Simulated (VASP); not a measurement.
# SnTe in VASP: one cell, several levels of theory, part 2 of 2

The system is SnTe, a lower-symmetry cell derived from the zincblende prototype, a generated structure that needn't be the ground state.

VASP 6.6.1, plane waves, PAW. Earlier steps stand in the parts before.

## 3. r2SCAN at this geometry

File INCAR:

```
ENCUT = 520.000000
SIGMA = 0.020000
EDIFF = 1.00e-07
ALGO = Normal
METAGGA = R2SCAN
PREC = Accurate
IBRION = -1
ISIF = 2
ISMEAR = -1
NBANDS = 17
NELM = 120
NSW = 0
LASPH = .TRUE.
LCHARG = .TRUE.
LELF = .TRUE.
LWAVE = .FALSE.
LREAL = .FALSE.
```

File KPOINTS:

```
KPOINTS created by Atomic Simulation Environment
0
Gamma
6 6 6
0 0 0
```

File KPOINTS_OPT:

```
special points
7
Reciprocal
0.0000000000 0.0000000000 0.0000000000 1
-0.5000000000 -0.5000000000 0.0000000000 1
-0.3750000000 -0.3750000000 0.2500000000 1
-0.3750000000 0.0000000000 0.3750000000 1
0.0000000000 0.0000000000 0.5000000000 1
-0.5000000000 -0.2500000000 0.2500000000 1
0.2500000000 -0.2500000000 -0.5000000000 1
```

File POSCAR:

```
Sn Te
 1.0000000000000000
     0.0000000000000000    3.6735836094000001    3.3630033117000000
     3.6735836094000001    0.0000000000000000    3.3630033117000000
     3.6735836094000001    3.6735836094000001    0.0000000000000000
 Sn  Te
   1   1
Cartesian
  0.0000000000000000  0.0000000000000000  0.0000000000000000
  1.8367918046999998  1.8367918046999998  1.6815016558500000
```

Started as:

```bash
$ mpirun -np 1 vasp_std
```

Printed to the terminal (iteration lines stand in OSZICAR):

```text
POSCAR found type information on POSCAR SnTe
 POSCAR found :  2 types and       2 ions
 -----------------------------------------------------------------------------
|                                                                             |
|                                                                             |
|     You enforced a specific xc type in the INCAR file but a different       |
|     I HOPE YOU KNOW WHAT YOU ARE DOING!                                     |
|                                                                             |
 -----------------------------------------------------------------------------

 LDA part: xc-table for (None), standard interpolation
 POSCAR, INCAR and KPOINTS ok, starting setup
 FFT: planning ... GRIDC
 FFT: planning ... GRID_SOFT
 FFT: planning ... GRID
 WAVECAR not read
 entering main loop
 Start KPOINTS_OPT (optional k-point list driver)
k-point batch [1-7\7]
```

OSZICAR:

```text
N       E                     dE             d eps       ncg     rms          rms(c)
DAV:   1     0.782005245155E+02    0.78201E+02   -0.93555E+03  1020   0.119E+03
DAV:   2    -0.411325142508E+02   -0.11933E+03   -0.11619E+03  1046   0.299E+02
DAV:   3    -0.529687461322E+02   -0.11836E+02   -0.11660E+02  1271   0.918E+01
DAV:   4    -0.533308499839E+02   -0.36210E+00   -0.36191E+00  1176   0.167E+01
DAV:   5    -0.533471513717E+02   -0.16301E-01   -0.16301E-01  1522   0.346E+00    0.444E+00
DAV:   6    -0.500697866055E+02    0.32774E+01   -0.70344E-01  1064   0.116E+01    0.359E+00
DAV:   7    -0.500648112684E+02    0.49753E-02   -0.16744E-01  1113   0.255E+00    0.101E+00
DAV:   8    -0.500676245272E+02   -0.28133E-02   -0.13663E-02  1088   0.702E-01    0.591E-01
DAV:   9    -0.500689570326E+02   -0.13325E-02   -0.15162E-03  1224   0.316E-01    0.200E-01
DAV:  10    -0.500692434651E+02   -0.28643E-03   -0.26094E-04  1123   0.149E-01    0.898E-02
DAV:  11    -0.500693218855E+02   -0.78420E-04   -0.13502E-04  1177   0.945E-02    0.317E-02
DAV:  12    -0.500693199298E+02    0.19556E-05   -0.34297E-05  1314   0.687E-02    0.182E-02
DAV:  13    -0.500693208916E+02   -0.96178E-06   -0.19152E-06  1087   0.925E-03    0.475E-03
DAV:  14    -0.500693205285E+02    0.36311E-06   -0.39093E-07  1188   0.811E-03    0.205E-03
DAV:  15    -0.500693204784E+02    0.50157E-07   -0.15232E-08   606   0.105E-03
   1 F= -.50069320E+02 E0= -.50069095E+02  d E =-.450952E-03
       N       E                     dE             ncg
DAV:   1     0.703335624411E+03   -0.42461E+04      238
DAV:   2    -0.140569635940E+03   -0.84391E+03      255
DAV:   3    -0.228432377380E+03   -0.87863E+02      303
DAV:   4    -0.231144471764E+03   -0.27121E+01      274
DAV:   5    -0.231266434208E+03   -0.12196E+00      336
DAV:   6    -0.231267357132E+03   -0.92292E-03      288
DAV:   7    -0.231267400703E+03   -0.43571E-04      352
DAV:   8    -0.231267401048E+03   -0.34434E-06      312
DAV:   9    -0.231267401054E+03   -0.59788E-08      216
```

Parts of OUTCAR:

```text
k-points           NKPTS =     30   k-points in BZ     NKDIM =     30   number of bands    NBANDS=     17

   NELECT =      20.0000    total number of electrons

   dimension x,y,z NGX =    40 NGY =   40 NGZ =   40
   dimension x,y,z NGXF=    80 NGYF=   80 NGZF=   80

  energy-cutoff  :      520.00
  volume of cell :       90.77
      direct lattice vectors                 reciprocal lattice vectors
     0.000000000  3.673583609  3.363003312    -0.136106879  0.136106879  0.148676630
     3.673583609  0.000000000  3.363003312     0.136106879 -0.136106879  0.148676630
     3.673583609  3.673583609  0.000000000     0.136106879  0.136106879 -0.148676630

 k-points in reciprocal lattice and weights: KPOINTS created by Atomic Simulation Env
   0.00000000  0.00000000  0.00000000       0.005
   0.16666667  0.00000000  0.00000000       0.037
   0.33333333  0.00000000  0.00000000       0.037
   0.50000000  0.00000000  0.00000000       0.019
   0.16666667  0.16666667  0.00000000       0.009
   0.33333333  0.16666667  0.00000000       0.037
   0.50000000  0.16666667  0.00000000       0.037
  -0.33333333  0.16666667  0.00000000       0.037
[... 22 more k-points ...]

 E-fermi :   3.4847

 k-point     1 :       0.0000    0.0000    0.0000
  band No.  band energies     occupation
      1     -19.1488      2.00000
      2     -19.1488      2.00000
      3     -19.1452      2.00000
      4     -19.1345      2.00000
      5     -19.1303      2.00000
      6      -8.8392      2.00000
      7      -1.7290      2.00000
      8       1.0843      2.00000
      9       1.0843      2.00000
     10       1.4128      2.00000
     11       4.2976      0.00000
     12       4.5804      0.00000
     13       4.5804      0.00000
     14       7.7118      0.00000
     15       9.7001      0.00000
     16      10.5651      0.00000
     17      10.9806      0.00000

 k-point     2 :       0.1667    0.0000    0.0000
  band No.  band energies     occupation
      1     -19.1489      2.00000
      2     -19.1483      2.00000
      3     -19.1452      2.00000
      4     -19.1346      2.00000
      5     -19.1302      2.00000
      6      -8.7067      2.00000
      7      -2.4097      2.00000
      8       0.8910      2.00000
      9       1.1187      2.00000
     10       1.4402      2.00000
     11       4.4933      0.00000
     12       4.8515      0.00000
     13       4.9648      0.00000
     14       8.5237      0.00000
     15       9.3353      0.00000
     16       9.8259      0.00000
     17      11.0232      0.00000

 k-point     3 :       0.3333    0.0000    0.0000
  band No.  band energies     occupation
      1     -19.1493      2.00000
      2     -19.1473      2.00000
      3     -19.1448      2.00000
      4     -19.1346      2.00000
      5     -19.1299      2.00000
      6      -8.3959      2.00000
      7      -3.4814      2.00000
      8       0.5761      2.00000
      9       0.9035      2.00000
     10       1.3557      2.00000
     11       5.1175      0.00000
     12       5.1980      0.00000
     13       6.1126      0.00000
     14       9.0508      0.00000
     15       9.7664      0.00000
     16       9.9810      0.00000
     17      11.0854      0.00000

 k-point     4 :       0.5000    0.0000    0.0000
  band No.  band energies     occupation
      1     -19.1496      2.00000
      2     -19.1469      2.00000
      3     -19.1446      2.00000
      4     -19.1346      2.00000
      5     -19.1297      2.00000
      6      -8.2070      2.00000
      7      -3.9705      2.00000
      8       0.4424      2.00000
      9       0.8027      2.00000
     10       1.2505      2.00000
     11       5.2808      0.00000
     12       5.3728      0.00000
     13       7.1260      0.00000
     14       9.2922      0.00000
     15       9.9374      0.00000
     16      10.7980      0.00000
     17      10.8691      0.00000

 k-point     5 :       0.1667    0.1667    0.0000
  band No.  band energies     occupation
      1     -19.1478      2.00000
      2     -19.1478      2.00000
      3     -19.1466      2.00000
      4     -19.1349      2.00000
      5     -19.1300      2.00000
      6      -8.6487      2.00000
      7      -2.5087      2.00000
      8       0.6264      2.00000
      9       0.6264      2.00000
     10       2.0609      2.00000
     11       3.8374      0.00000
     12       5.3161      0.00000
     13       5.3161      0.00000
     14       8.9657      0.00000
     15       9.2423      0.00000
     16      10.0287      0.00000
     17      11.7473      0.00000

 k-point     6 :       0.3333    0.1667    0.0000
  band No.  band energies     occupation
      1     -19.1486      2.00000
      2     -19.1468      2.00000
      3     -19.1461      2.00000
      4     -19.1351      2.00000
      5     -19.1296      2.00000
      6      -8.3825      2.00000
      7      -3.3467      2.00000
      8       0.2610      2.00000
      9       0.3109      2.00000
     10       2.2998      2.00000
     11       4.0190      0.00000
     12       5.8214      0.00000
     13       6.0840      0.00000
     14       8.8890      0.00000
     15      10.0420      0.00000
     16      10.4512      0.00000
     17      11.7382      0.00000

 k-point     7 :       0.5000    0.1667    0.0000
  band No.  band energies     occupation
      1     -19.1495      2.00000
      2     -19.1463      2.00000
      3     -19.1450      2.00000
      4     -19.1350      2.00000
      5     -19.1295      2.00000
      6      -8.1368      2.00000
      7      -3.9963      2.00000
      8      -0.0323      2.00000
      9       0.2239      2.00000
     10       2.2605      2.00000
     11       4.8737      0.00000
     12       5.8477      0.00000
     13       6.5483      0.00000
     14       9.3494      0.00000
     15      10.1715      0.00000
     16      10.8810      0.00000
     17      11.2403      0.00000

[... the tables of k-points 8 to 30 left out ...]

  Total        0.1389070      0.1389070     -0.0006800      0.0000000     -0.0000000     -0.0000000
  in kB        2.4518706      2.4518706     -0.0120022      0.0000000     -0.0000000     -0.0000000
  external PRESSURE =       1.6305797 kB  Pullay stress =       0.0000000 kB

 POSITION                                       TOTAL-FORCE (eV/Angst)
 -----------------------------------------------------------------------------------
      0.00000      0.00000      0.00000        -0.000000     -0.000000     -0.000000
      1.83679      1.83679      1.68150         0.000000      0.000000      0.000000
 -----------------------------------------------------------------------------------
    total drift:                                0.000004      0.000004     -0.000001

  FREE ENERGIE OF THE ION-ELECTRON SYSTEM (eV)
  ---------------------------------------------------
  free  energy   TOTEN  =       -50.0693204784 eV

  energy  without entropy=      -50.0688695267  energy(sigma->0) =      -50.06909500
```

Wall time 3.2 min (1 MPI rank of Intel Xeon Platinum 8488C, shared host); peak memory 0.29 GiB.

The levels at the points of KPOINTS_OPT are read from vasprun.xml.

Band energies at the special points (eV, zero at the top of v, the last band that the electrons fill by count):

```csv
point,v−1,v,c,c+1
Γ,-2.62,-2.29,0.60,0.88
X,-3.99,-1.29,-0.34,4.06
U,-3.79,-1.01,0.70,3.09
K,-3.47,-0.72,1.09,2.86
L,-2.90,-2.45,1.58,1.67
W,-3.99,-0.37,1.05,1.99
```

At the r2SCAN level the bands overlap by 0.34 eV: a metal or semimetal. Pressure: 0.16 GPa; the forces vanish within 0.01 eV/Å.

The maps below are laid out on this run's own conventional cell (a, b, c = 5.195, 5.195, 6.726 Å).

Density in a lattice plane of the grid's cell (edges 5.20 and 6.73 Å, at 0.000 of the third edge), which holds Sn and Te.

Ten even steps from ' ' (-0.45 e/Å³) to '@' (12.47 e/Å³):
```
**++::                          ::++
::....                          ....
                                    
                                    
                                    
                                    
                                    
                                    
                                    
                                    
                                    
                                    
                                    
                                    
                                    
                                    
                                    
::....                          ....
**++::                          ::++
@@##--..                      ..--##
```
Columns run along the first of these edges and rows up along the second, over one cell in 18 and 20 even steps from the bottom left corner. Atoms in the plane (fractional): Sn at (0.00, 0.00), Te at (0.50, 0.75).

ELF in the same plane.

Values, 12 rows by 10 columns:
```
0.22 0.40 0.38 0.56 0.81 0.85 0.81 0.56 0.38 0.40
0.40 0.37 0.47 0.80 0.84 0.77 0.84 0.80 0.47 0.37
0.23 0.22 0.56 0.84 0.74 0.47 0.74 0.84 0.56 0.22
0.04 0.13 0.58 0.83 0.84 0.77 0.84 0.83 0.58 0.13
0.01 0.06 0.40 0.71 0.83 0.85 0.83 0.71 0.40 0.06
0.01 0.01 0.08 0.33 0.54 0.61 0.54 0.33 0.08 0.01
0.01 0.01 0.01 0.03 0.09 0.13 0.09 0.03 0.01 0.01
0.04 0.03 0.02 0.01 0.01 0.01 0.01 0.01 0.02 0.03
0.23 0.18 0.08 0.02 0.01 0.00 0.01 0.02 0.08 0.18
0.41 0.39 0.35 0.11 0.02 0.01 0.02 0.11 0.35 0.39
0.22 0.41 0.41 0.22 0.09 0.13 0.09 0.22 0.41 0.41
0.79 0.20 0.43 0.29 0.42 0.61 0.42 0.29 0.43 0.20
```
Columns run along the first of these edges and rows up along the second, over one cell in 10 and 12 even steps from the bottom left corner. Atoms in the plane (fractional): Sn at (0.00, 0.00), Te at (0.50, 0.75).

Both are smooth fields of the valence electrons: close to the nuclei they are not physical.

The highest ELF values outside the cores: 0.86 in the shell around Te, 1.0 Å from Te.

## 4. What came out

This closing draws on all 2 parts.

```
 level  gap (eV)  pressure (GPa)
   PBE     -0.36            0.70
r2SCAN     -0.34            0.16
```

A negative gap is an overlap of bands.

**Reading.** No gap over 0.02 eV opens at any of these levels. Spin-orbit coupling is left out, though the cell holds Te (Z = 52); in an element this heavy it can shift bands and gaps by tenths of an eV. The pressure is highest with PBE (0.7 GPa) and lowest with r2SCAN (0.2 GPa), which orders the cells that they would relax to.
